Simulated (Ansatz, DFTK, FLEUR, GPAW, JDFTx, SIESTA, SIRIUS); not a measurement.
## LiCl: 8 runs at one level of theory

```xyz
2
Lattice="0.0000 2.5648 2.5648 2.5648 0.0000 2.5648 2.5648 2.5648 0.0000" Properties=species:S:1:pos:R:3 pbc="T T T"
Cl    2.5648    2.5648    2.5648
Li    0.0000    0.0000    0.0000
```

Alike in all runs: task equation of state; functional PBEsol; k mesh 9 × 9 × 9; occupations fermi-dirac, width 0.05 eV; no spin polarisation; no spin-orbit coupling.

```csv
program and potentials,plane-wave cutoff (eV),notes,equilibrium volume (Å³/atom),bulk modulus (GPa)
"Ansatz, Ansatz PAW",420,"potentials made for PBE, which Ansatz adapts in part",16.24,35.1
"GPAW, PAW data sets generated for this functional",800,-,16.29,35.0
"FLEUR, all-electron, FLAPW",-,-,16.23,35.1
"JDFTx, PseudoDojo-SR-PBEsol-0.4.1-standard with smoothed tails",1007,-,16.23,35.1
"Ansatz, all-electron LAPW, scalar-relativistic",-,-,16.23,35.1
"SIESTA, files PseudoDojo sr-pbesol-0.4.1-standard, DZP (energy shift 0.003 Ry; two zetas on semicore shells)",-,atomic basis,16.37,33.6
"DFTK, PseudoDojo SR PBEsol 0.4.1 standard (PBEsol)",1007,-,16.23,35.1
"SIRIUS, PseudoDojo 0.4.1 PBEsol standard (scalar relativistic)",1030,-,16.22,35.1
```

The equilibrium volume spans 16.22 (SIRIUS, PseudoDojo 0.4.1 PBEsol standard (scalar relativistic)) to 16.37 Å³/atom (SIESTA, files PseudoDojo sr-pbesol-0.4.1-standard, DZP (energy shift 0.003 Ry; two zetas on semicore shells)), with all-electron results at 16.23. The bulk modulus spans 33.6 (SIESTA, files PseudoDojo sr-pbesol-0.4.1-standard, DZP (energy shift 0.003 Ry; two zetas on semicore shells)) to 35.1 GPa (SIRIUS, PseudoDojo 0.4.1 PBEsol standard (scalar relativistic)), with all-electron results at 35.1. Rows in atomic bases carry the error of their basis and grid, which can be large.

The functional is the same throughout but for its coding, so the spread measures potentials, basis and numerics; runs on potential files found faulty are left out.
